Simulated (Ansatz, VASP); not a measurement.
# Na in VASP and in Ansatz

```
Na
1.0
     3.43293    0.00000    0.00000
     0.00000    3.43293    0.00000
     0.00000    0.00000    3.43293
Na
1
Direct
  0.00000 0.00000 0.00000
```

Alike in both runs: task single point; functional PBEsol; k mesh 11 × 11 × 11; occupations fermi-dirac, width 0.1 eV; no spin polarisation.

```csv
,VASP,Ansatz
version,VASP 6.6.1,Ansatz 0.2.0
potentials or method,"VASP PAW PBE potentials, release 64 (Na_pv)","plane waves (420 eV) with PAW, scalar-relativistic"
plane-wave cutoff (eV),520,420
valence electrons in the cell,7,9
```

VASP gave:

- pressure (GPa): -0.3

Estimate Ansatz's values.

pressure (GPa): -0.2.

The two sets of potentials don't hold the same shells in valence. Ansatz warned: «pseudo_functional_mismatch».

Caveats: the PAW data sets were made with another functional, which shifts forces and pressure a little (VASP).
